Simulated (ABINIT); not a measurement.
**RbBr (Fm-3m): G0W0 in ABINIT against the screening cutoff in the self-energy**

How does the gap of RbBr (Fm-3m) converge in the screening cutoff in the self-energy?

Method: PBE and many-body steps on it, plane waves, in ABINIT 10.8.3.

The database entry behind the starting cell differs from later determinations by our own check (about 0.5 % short), so it need not match the best structure at ambient conditions.

### 1. Set-up

Symmetry: Fm-3m, No. 225, cubic system. Conventional cell: a = 6.854 Å, b = 6.854 Å, c = 6.854 Å, α = 90.00°, β = 90.00°, γ = 90.00°. Rb has 6 Br at 3.43 Å nearest. Nearest to Br lie 6 Rb at 3.43 Å. Farther neighbours and most contacts between anions are not listed.

The cell and positions come from the Crystallography Open Database and are kept as given unless a step says otherwise.

### 2. Screening, 4×4×4 mesh, 138 bands, screening to 176.9 eV

This step: ABINIT 10.8.3; RPA screening on PBE, plane waves, norm-conserving pseudopotentials.

The RPA dielectric matrix is built and inverted for each q.

The input, run.abi:

```
acell 3*1.0 Angstrom
rprim 
  0.000000000000 3.427000000000 3.427000000000
  3.427000000000 0.000000000000 3.427000000000
  3.427000000000 3.427000000000 -0.000000000000
ntypat 2
znucl 37 35
natom 2
typat 1 2
xred 
  0.000000000000 0.000000000000 0.000000000000
  0.500000000000 0.500000000000 0.500000000000
pp_dirpath "pseudos"
pseudos "Rb.upf, Br.upf"
ecut 19
ngkpt 4 4 4
nshiftk 1
shiftk 0 0 0
kptopt 1
chksymbreak 0
istwfk *1
occopt 1
irdwfk 1
optdriver 3
nband 138
ecuteps 6.5
inclvkb 2
awtr 1
symchi 1
indata_prefix "in"
outdata_prefix "out"
tmpdata_prefix "tmp"
```

Launch:

```bash
$ OMP_NUM_THREADS=1 mpirun -n 4 abinit run.abi > log
```

The program printed:

```text
.Version 10.8.3 of ABINIT. v10.8.2 released Aug 2026.

 Symmetries : space group Fm -3 m (#225); Bravais cF (face-center cubic)
[... echo of the input left out ...]
== DATASET  1 ==================================================================
-   mpi_nproc: 4, omp_nthreads: 1 (-1 if OMP is not activated)

--- !DatasetInfo
iteration_state: {dtset: 1, }
dimensions: {natom: 2, nkpt: 8, mband: 138, nsppol: 1, nspinor: 1, nspden: 1, mpw: 2180, }
cutoff_energies: {ecut:  19.0, pawecutdg:  -1.0, }
electrons: {nelect:   1.60000000E+01, charge:   0.00000000E+00, occopt:   1.00000000E+00, tsmear:   1.00000000E-02, }

 SCREENING: Calculation of the susceptibility and dielectric matrices

 Based on a program developped by R.W. Godby, V. Olevano, G. Onida, and L. Reining.
 Incorporated in ABINIT by V. Olevano, G.-M. Rignanese, and M. Torrent.
.Using double precision arithmetic ; gwpc =  8

[... cell and pseudopotentials left out ...]
--------------------------------------------------------------------------------

 ==== K-mesh for the wavefunctions ====
 Number of points in the irreducible wedge :     8
[... list of points left out ...]
 Together with 48 symmetry operations and time-reversal symmetry
 yields    64 points in the full Brillouin Zone.

 ==== Q-mesh for the screening function ====
 Number of points in the irreducible wedge :     8
[... list of points left out ...]
 Together with 48 symmetry operations and time-reversal symmetry
 yields    64 points in the full Brillouin Zone.

 setmesh: FFT mesh size selected  =    30x   30x   30
          total number of points  =        27000

 vcoul_init : cutoff-mode = AUXILIARY_FUNCTION
 q-points for optical limit:   1
     1)      0.000010    0.000020    0.000030

- screening: taking advantage of time-reversal symmetry
- Maximum band index for partially occupied states nbvw = 8
- Remaining bands to be divided among processors   nbcw = 130
- Number of bands treated by each node ~32

 Number of electrons calculated from density =   16.0000; Expected =   16.0000
 average of density, n =  0.029454
 r_s =    2.0087
 omega_plasma =   16.5551 [eV]

 calculating chi0 at frequencies [eV] :
  1    0.000000E+00    0.000000E+00
  2    0.000000E+00    1.655507E+01

--------------------------------------------------------------------------------
  q-point number  1        q = ( 0.000000, 0.000000, 0.000000) [r.l.u.]
--------------------------------------------------------------------------------
[... chi0 elements left out ...]
 For q-point:  0.000010 0.000020 0.000030
  dielectric constant =   2.3653
  dielectric constant without local fields =   2.8433

  Average fulfillment of the sum rule on Im[epsilon] for q-point    1 :     86.59  [%]
[... wings left out ...]
  q-point number  2        q = ( 0.250000, 0.000000, 0.000000) [r.l.u.]
--------------------------------------------------------------------------------
[... chi0 elements left out ...]
  Average fulfillment of the sum rule on Im[epsilon] for q-point    2 :     93.96  [%]

 [... 6 further q-points ...]
```

It took 94 s on 4 MPI ranks of Arm Neoverse N1, shared host; peak memory 0.92 GiB; 6.2 min of CPU time.

Numbers from this step:

| Quantity | Value |
| --- | --- |
| ε∞ with local fields, on this mesh, along the program's q direction | 2.365 |
| the same without local fields | 2.843 |
| plasma frequency | 16.56 eV |
| plane waves in the screening matrix | 411 |

Local fields lower ε∞ by 17 %.

### 3. 0.7 Ha

This step: G0W0 on PBE, plane waves, norm-conserving pseudopotentials.

run.abi: that of step 2 with these lines changed.

```diff
@@ -23,8 +23,15 @@
 irdwfk 1
-optdriver 3
+optdriver 4
 nband 138
-ecuteps 6.5
-inclvkb 2
-awtr 1
-symchi 1
+gwcalctyp 0
+ecutsigx 19
+symsigma 1
+nkptgw 1
+kptgw 
+  0.0000000000 0.0000000000 0.0000000000
+bdgw 
+  6 12
+ecuteps 0.7
+irdscr 1
+ppmodel 1
 indata_prefix "in"
```

The program printed:

```text
.Version 10.8.3 of ABINIT. v10.8.2 released Aug 2026.

 Symmetries : space group Fm -3 m (#225); Bravais cF (face-center cubic)
[... echo of the input left out ...]
== DATASET  1 ==================================================================
-   mpi_nproc: 4, omp_nthreads: 1 (-1 if OMP is not activated)

--- !DatasetInfo
iteration_state: {dtset: 1, }
dimensions: {natom: 2, nkpt: 8, mband: 138, nsppol: 1, nspinor: 1, nspden: 1, mpw: 2180, }
cutoff_energies: {ecut:  19.0, pawecutdg:  -1.0, }
electrons: {nelect:   1.60000000E+01, charge:   0.00000000E+00, occopt:   1.00000000E+00, tsmear:   1.00000000E-02, }

 SIGMA: Calculation of the GW corrections

 Based on a program developped by R.W. Godby, V. Olevano, G. Onida, and L. Reining.
 Incorporated in ABINIT by V. Olevano, G.-M. Rignanese, and M. Torrent.
.Using double precision arithmetic ; gwpc =  8

[... cell and pseudopotentials left out ...]
--------------------------------------------------------------------------------

 ==== K-mesh for the wavefunctions ====
 Number of points in the irreducible wedge :     8
[... list of points left out ...]
 Together with 48 symmetry operations and time-reversal symmetry
 yields    64 points in the full Brillouin Zone.

 ==== Q-mesh for screening function ====
 Number of points in the irreducible wedge :     8
[... list of points left out ...]
 Together with 48 symmetry operations and time-reversal symmetry
 yields    64 points in the full Brillouin Zone.

 vcoul_init : cutoff-mode = AUXILIARY_FUNCTION
 q-points for optical limit:   1
     1)      0.000010    0.000020    0.000030
 setmesh: FFT mesh size selected  =    36x   36x   36
          total number of points  =        46656

 Number of electrons calculated from density =   16.0000; Expected =   16.0000
 average of density, n =  0.029454
 r_s =    2.0087
 omega_plasma =   16.5551 [eV]

 === KS Band Gaps ===
  >>>> For spin  1
   Minimum direct gap =   4.3636 [eV], located at k-point      :   0.0000  0.0000  0.0000
   Fundamental gap    =   4.3636 [eV], Top of valence bands at :   0.0000  0.0000  0.0000
                                       Bottom of conduction at :   0.0000  0.0000  0.0000
 SIGMA fundamental parameters:
 PLASMON POLE MODEL  1
 number of plane-waves for SigmaX                 2109
 number of plane-waves for SigmaC and W             15
 number of plane-waves for wavefunctions          2109
 number of bands                                   138
 number of independent spin polarizations            1
 number of spinorial components                      1
 number of k-points in IBZ                           8
 number of q-points in IBZ                           8
 number of symmetry operations                      48
 number of k-points in BZ                           64
 number of q-points in BZ                           64
 number of frequencies for dSigma/dE                 9
 frequency step for dSigma/dE [eV]                0.25
 number of omega for Sigma on real axis              0
 max omega for Sigma on real axis  [eV]           0.00
 zcut for avoiding poles [eV]                     0.10

 EPSILON^-1 parameters (SCR file):
 dimension of the eps^-1 matrix on file            411
 dimension of the eps^-1 matrix used                15
 number of plane-waves for wavefunctions          2109
 number of bands                                   138
 number of q-points in IBZ                           8
 number of frequencies                               2
 number of real frequencies                          1
 number of imag frequencies                          1

 matrix elements of self-energy operator (all in [eV])

 Perturbative Calculation

--- !SelfEnergy_ee
iteration_state: {dtset: 1, }
kpoint     : [   0.000,    0.000,    0.000, ]
spin       : 1
KS_gap     :    4.364
QP_gap     :    6.558
Delta_QP_KS:    2.194
data: !SigmaeeData |
     Band     E0 <VxcDFT>   SigX SigC(E0)      Z dSigC/dE  Sig(E)    E-E0       E
        6  -1.042 -12.668 -16.491   2.031   0.849  -0.178 -14.189  -1.520  -2.562
        7  -1.042 -12.668 -16.491   2.031   0.849  -0.178 -14.189  -1.520  -2.562
        8  -1.042 -12.668 -16.491   2.031   0.849  -0.178 -14.189  -1.520  -2.562
        9   3.322  -6.375  -2.894  -2.709   0.873  -0.145  -5.701   0.674   3.996
       10   6.243  -7.381  -3.248  -2.727   0.870  -0.149  -6.157   1.223   7.467
       11   6.243  -7.381  -3.248  -2.727   0.870  -0.149  -6.157   1.223   7.467
       12   6.243  -7.381  -3.248  -2.727   0.870  -0.149  -6.157   1.223   7.467

== END DATASET(S) ==============================================================
================================================================================

 -outvars: echo values of variables after computation  --------
           etotal      0.0000000000E+00
            nband         138
             nkpt           8
          spgroup         225
 [... the other variables as echoed above ...]

 Calculation completed.
```

The job ended after 4.3 s (4 MPI ranks; peak memory 0.3 GiB).

This step gave:

```
G0W0 gap on the points computed              : 6.558 eV
starting gap on the mesh                     : 4.364 eV
k of the valence top                         : 0, 0, 0
k of the conduction bottom                   : 0, 0, 0
Z at the valence top                         : 0.849
Z at the conduction bottom                   : 0.873
least direct G0W0 gap on the computed points : 6.558 eV
```

### 4. 1.3 Ha

run.abi: that of step 3 with these lines changed.

```diff
@@ -33,3 +33,3 @@
   6 12
-ecuteps 0.7
+ecuteps 1.3
 irdscr 1
```

The program printed:

```text
.Version 10.8.3 of ABINIT. v10.8.2 released Aug 2026.

 Symmetries : space group Fm -3 m (#225); Bravais cF (face-center cubic)
[... echo of the input left out ...]
== DATASET  1 ==================================================================
-   mpi_nproc: 4, omp_nthreads: 1 (-1 if OMP is not activated)

--- !DatasetInfo
iteration_state: {dtset: 1, }
dimensions: {natom: 2, nkpt: 8, mband: 138, nsppol: 1, nspinor: 1, nspden: 1, mpw: 2180, }
cutoff_energies: {ecut:  19.0, pawecutdg:  -1.0, }
electrons: {nelect:   1.60000000E+01, charge:   0.00000000E+00, occopt:   1.00000000E+00, tsmear:   1.00000000E-02, }

 SIGMA: Calculation of the GW corrections

 Based on a program developped by R.W. Godby, V. Olevano, G. Onida, and L. Reining.
 Incorporated in ABINIT by V. Olevano, G.-M. Rignanese, and M. Torrent.
.Using double precision arithmetic ; gwpc =  8

[... cell and pseudopotentials left out ...]
--------------------------------------------------------------------------------

 ==== K-mesh for the wavefunctions ====
 Number of points in the irreducible wedge :     8
[... list of points left out ...]
 Together with 48 symmetry operations and time-reversal symmetry
 yields    64 points in the full Brillouin Zone.

 ==== Q-mesh for screening function ====
 Number of points in the irreducible wedge :     8
[... list of points left out ...]
 Together with 48 symmetry operations and time-reversal symmetry
 yields    64 points in the full Brillouin Zone.

 vcoul_init : cutoff-mode = AUXILIARY_FUNCTION
 q-points for optical limit:   1
     1)      0.000010    0.000020    0.000030
 setmesh: FFT mesh size selected  =    36x   36x   36
          total number of points  =        46656

 Number of electrons calculated from density =   16.0000; Expected =   16.0000
[...]
number of q-points in BZ                           64
 number of frequencies for dSigma/dE                 9
 frequency step for dSigma/dE [eV]                0.25
 number of omega for Sigma on real axis              0
 max omega for Sigma on real axis  [eV]           0.00
 zcut for avoiding poles [eV]                     0.10

 EPSILON^-1 parameters (SCR file):
 dimension of the eps^-1 matrix on file            411
 dimension of the eps^-1 matrix used                51
 number of plane-waves for wavefunctions          2109
 number of bands                                   138
 number of q-points in IBZ                           8
 number of frequencies                               2
 number of real frequencies                          1
 number of imag frequencies                          1

 matrix elements of self-energy operator (all in [eV])

 Perturbative Calculation

--- !SelfEnergy_ee
iteration_state: {dtset: 1, }
kpoint     : [   0.000,    0.000,    0.000, ]
spin       : 1
KS_gap     :    4.364
QP_gap     :    6.476
Delta_QP_KS:    2.113
data: !SigmaeeData |
     Band     E0 <VxcDFT>   SigX SigC(E0)      Z dSigC/dE  Sig(E)    E-E0       E
        6  -1.042 -12.668 -16.491   1.947   0.826  -0.210 -14.218  -1.550  -2.592
        7  -1.042 -12.668 -16.491   1.947   0.826  -0.210 -14.218  -1.550  -2.592
        8  -1.042 -12.668 -16.491   1.947   0.826  -0.210 -14.218  -1.550  -2.592
        9   3.322  -6.375  -2.894  -2.834   0.870  -0.150  -5.812   0.563   3.885
       10   6.243  -7.381  -3.248  -2.860   0.865  -0.156  -6.280   1.101   7.344
       11   6.243  -7.381  -3.248  -2.860   0.865  -0.156  -6.280   1.101   7.344
       12   6.243  -7.381  -3.248  -2.860   0.865  -0.156  -6.280   1.101   7.344

== END DATASET(S) ==============================================================
================================================================================

 -outvars: echo values of variables after computation  --------
           etotal      0.0000000000E+00
            nband         138
             nkpt           8
          spgroup         225
 [... the other variables as echoed above ...]

 Calculation completed.
```

It took 4.7 s on 4 MPI ranks; peak memory 0.3 GiB; 18 s of CPU time.

This step gave:

```yaml
g0w0_gap_on_the_points_computed: 6.477 eV
starting_gap_on_the_mesh: 4.364 eV
k_of_the_valence_top: 0, 0, 0
k_of_the_conduction_bottom: 0, 0, 0
z_at_the_valence_top: 0.826
z_at_the_conduction_bottom: 0.87
least_direct_g0w0_gap_on_the_computed_points: 6.477 eV
```

### 5. 2.3 Ha

The self-energy is evaluated for the states that the input lists, and the levels follow from it, in one-shot runs by the linearised quasiparticle equation.

run.abi: that of step 4 with these lines changed.

```diff
@@ -33,3 +33,3 @@
   6 12
-ecuteps 1.3
+ecuteps 2.3
 irdscr 1
```

The program printed:

```text
.Version 10.8.3 of ABINIT. v10.8.2 released Aug 2026.

 Symmetries : space group Fm -3 m (#225); Bravais cF (face-center cubic)
[... echo of the input left out ...]
== DATASET  1 ==================================================================
-   mpi_nproc: 4, omp_nthreads: 1 (-1 if OMP is not activated)

--- !DatasetInfo
iteration_state: {dtset: 1, }
dimensions: {natom: 2, nkpt: 8, mband: 138, nsppol: 1, nspinor: 1, nspden: 1, mpw: 2180, }
cutoff_energies: {ecut:  19.0, pawecutdg:  -1.0, }
[...]
10   6.243  -7.381  -3.248  -2.883   0.864  -0.157  -6.301   1.080   7.323
       11   6.243  -7.381  -3.248  -2.883   0.864  -0.157  -6.301   1.080   7.323
       12   6.243  -7.381  -3.248  -2.883   0.864  -0.157  -6.301   1.080   7.323

== END DATASET(S) ==============================================================
================================================================================

 -outvars: echo values of variables after computation  --------
           etotal      0.0000000000E+00
            nband         138
             nkpt           8
          spgroup         225
 [... the other variables as echoed above ...]

 Calculation completed.
```

Elapsed: 5.5 s, on 4 MPI ranks; peak memory 0.32 GiB; 22 s of CPU time.

Numbers from this step:

```
G0W0 gap on the points computed              : 6.564 eV
starting gap on the mesh                     : 4.364 eV
k of the valence top                         : 0, 0, 0
k of the conduction bottom                   : 0, 0, 0
least direct G0W0 gap on the computed points : 6.564 eV
```

The gap on the mesh goes from 4.36 eV to 6.56 eV, a correction of +2.20 eV.

(Part 1 of 2 ends here.)

[Paths, hosts, dates, memory and timing lines, banners, echoed tables and standing remarks are left out of the program output.]

[Logs are printed without paths, hosts, clocks, repeated set-up lines and the standing remarks that a program may print on its own settings, such as how far it seeks lower states.]

[Runs of the session that timed out or met a known fault of the program may be left out.]

[Hosts, paths, dates, database ids (printed as entryN), source tags and the programs' standing remarks are cut or masked in the printed files.]

[G0W0 gaps are taken among the corrected bands and points alone; a level outside them can change the order at an edge.]

[Where Ansatz stands beside ABINIT at settings called matched, ABINIT's density can come from a denser mesh and the files from another edition; pairs whose starting gaps differed by over 0.03 eV were left out, so agreement reads better than it is.]
